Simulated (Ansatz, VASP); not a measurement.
One calculation of Fe, two programs

Contents of INCAR:

```
ALGO     = Normal         # electronic algorithm
EDIFF    = 1E-7           # SCF threshold, eV
ENCUT    = 520            # plane-wave cutoff, eV
GGA      = PE             # functional
ISIF     = 2              # what is computed and relaxed
ISMEAR   = -1             # smearing method
ISPIN    = 2              # spin polarisation
LASPH    = True           # aspherical terms in the spheres
LCHARG   = False          # write CHGCAR
LMAXMIX  = 4              # l up to which the mixer works
LORBIT   = 11             # projections on sites
LREAL    = False          # projectors in reciprocal space
LWAVE    = False          # write WAVECAR
MAGMOM   = 3              # initial moments
NBANDS   = 14             # bands
NELM     = 100            # most SCF steps
PREC     = Accurate       # precision mode
SIGMA    = 0.05           # smearing width, eV
```

File KPOINTS:

```
k-points
0
Gamma
  13 13 13
```

File POSCAR:

```
Fe
1.0
    0.0000000000      1.9021012277      1.9249897192
    1.4678507246      0.0000000000      1.9249897192
    1.4678507246      1.9021012277      0.0000000000
Fe
1
Direct
    0.0000000000      0.0000000000      0.0000000000
```

input.yaml

```yaml
crystal:
  lattice:
    - [0.0, 1.9021012277, 1.9249897192]
    - [1.4678507246, 0.0, 1.9249897192]
    - [1.4678507246, 1.9021012277, 0.0]
  atoms:
    - { symbol: Fe, position: [0.0, 0.0, 0.0], spin: 3.0 }
hamiltonian:
  xc: pbe
  pseudopotentials: { kind: paw }
magnetization:
  spin_polarized: true
kpoints:
  mp_grid: { grid: [13, 13, 13] }
scf:
  occupations: { method: fermi_dirac, width: 0.05 }
output:
  forces: true
  stress: true
  eigenvalues: true
  write_density: true
  write_potential: true
  elf: true
  volumetric_format: npy
```

Change from the starting cell: volume scaled by 0.94.

Alike in both runs: task single point; functional PBE; k mesh 13 × 13 × 13; occupations fermi-dirac, width 0.05 eV; collinear spin, ferromagnetic start.

```csv
,VASP,Ansatz
version,VASP 6.6.1,Ansatz 0.2.0
potentials or method,"VASP PAW PBE potentials, release 64 (Fe)",Ansatz PAW
plane-wave cutoff (eV),520,420
valence electrons in the cell,8,16
```

VASP gave:

* gap on the k mesh at the Fermi level (eV): none
* pressure (GPa): 11.9
* largest component of the traceless stress (GPa): 7.39
* net moment per atom (μB): 2.08
* size of the moment on the site where the two differ most (μB): 2.07

Problem. Which values does Ansatz return?

Solution. gap on the k mesh at the Fermi level (eV): none; pressure (GPa): 12.2; largest component of the traceless stress (GPa): 7.47; net moment per atom (μB): 2.06; size of the moment on the site where the two differ most (μB): 2.10.

Site moments also hang on the region over which each program counts them. A gap of «none» marks a metal or a gap that the smearing closes. The two sets of potentials don't hold the same shells in valence.
